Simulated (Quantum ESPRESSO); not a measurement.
# Pb in Quantum ESPRESSO: the effect of functional

Pb:

```
CELL_PARAMETERS angstrom
0.00000 2.47502 2.47502
2.47502 0.00000 2.47502
2.47502 2.47502 0.00000
ATOMIC_POSITIONS crystal
Pb 0.00000 0.00000 0.00000
```

Alike in all runs:

- Program: Quantum ESPRESSO 7.5
- Task: phonon dispersion
- Cutoff: 762 eV
- Density cutoff: 3048 eV
- k mesh: 8 × 8 × 8
- Occupations: cold, width 0.2 eV
- Spin: no spin polarisation

Each run relaxes the cell or the atoms first.

```tsv
functional	potentials or basis	relaxed volume (Å³/atom)	highest phonon frequency (cm⁻¹)
LDA	PseudoDojo 0.4.1 SR LDA standard	29.13	77
PBE	PseudoDojo 0.4.1 SR PBE standard	31.91	68
PBEsol	PseudoDojo 0.4.1 SR PBEsol standard	?	?
```

Task: What does the run with functional PBEsol give?

Result: Relaxed volume 30.09 Å³/atom; highest phonon frequency 74 cm⁻¹.

Caveats: the mesh is thin for the phonons of a metal.
